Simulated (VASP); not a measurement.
## Si: band structure with MS2

Si:

```xyz
1
Lattice="2.6205 0.0000 0.0000 -1.3103 2.2695 0.0000 0.0000 0.0000 2.4664" Properties=species:S:1:pos:R:3 pbc="T T T"
Si    0.0000    0.0000    0.0000
```

This isn't the form of Si at room conditions, which is diamond.

```json
{
 "Program": "VASP 6.6.1",
 "Task": "band structure",
 "Functional": "MS2",
 "Potentials or basis": "VASP PAW PBE potentials, release 64 (Si)",
 "Cutoff": "520 eV",
 "k mesh": "12 × 12 × 11",
 "Occupations": "fermi-dirac, width 0.05 eV",
 "Spin": "no spin polarisation",
 "Further INCAR settings": "ALGO = Normal; EDIFF = 1e-06; NBANDS = 8"
}
```

```json
{
 "Pressure": "-1.0 GPa",
 "Band gap along the path": "none (metal or under the smearing width)"
}
```

Stress tensor (GPa, compression positive):
```
-0.66  0.00  0.00
 0.00 -0.66  0.00
 0.00  0.00 -1.62
```

Levels at the corners of the path, in eV from the Fermi level:
```csv
point,band 1,band 2,band 3,band 4,band 5,band 6
Γ,-14.46,7.18,8.70,11.01,11.01,12.43
M,-7.87,-6.88,5.49,6.45,13.84,15.69
M,-7.87,-6.88,5.49,6.45,13.84,15.69
K,-5.94,-4.60,-4.60,14.95,15.54,17.87
K,-5.94,-4.60,-4.60,14.95,15.54,17.87
Γ,-14.46,7.18,8.70,11.01,11.01,12.43
Γ,-14.46,7.18,8.70,11.01,11.01,12.43
A,-9.37,-7.46,14.76,14.76,15.17,15.17
A,-9.37,-7.46,14.76,14.76,15.17,15.17
L,-2.98,-2.36,-1.76,1.64,9.23,12.86
L,-2.98,-2.36,-1.76,1.64,9.23,12.86
H,-1.29,-0.78,-0.78,1.40,4.02,4.02
H,-1.29,-0.78,-0.78,1.40,4.02,4.02
A,-9.37,-7.46,14.76,14.76,15.17,15.17
L,-2.98,-2.36,-1.76,1.64,9.23,12.86
M,-7.87,-6.88,5.49,6.45,13.84,15.69
K,-5.94,-4.60,-4.60,14.95,15.54,17.87
H,-1.29,-0.78,-0.78,1.40,4.02,4.02
```

It took 71 s on 1 thread of Intel(R) Xeon(R) Platinum 8259CL CPU @ 2.50GHz (Skylake/Cascade Lake) (shared host), peak memory 0.13 GiB.

Caveat: the PAW data sets were made with another functional, which shifts forces and pressure a little.
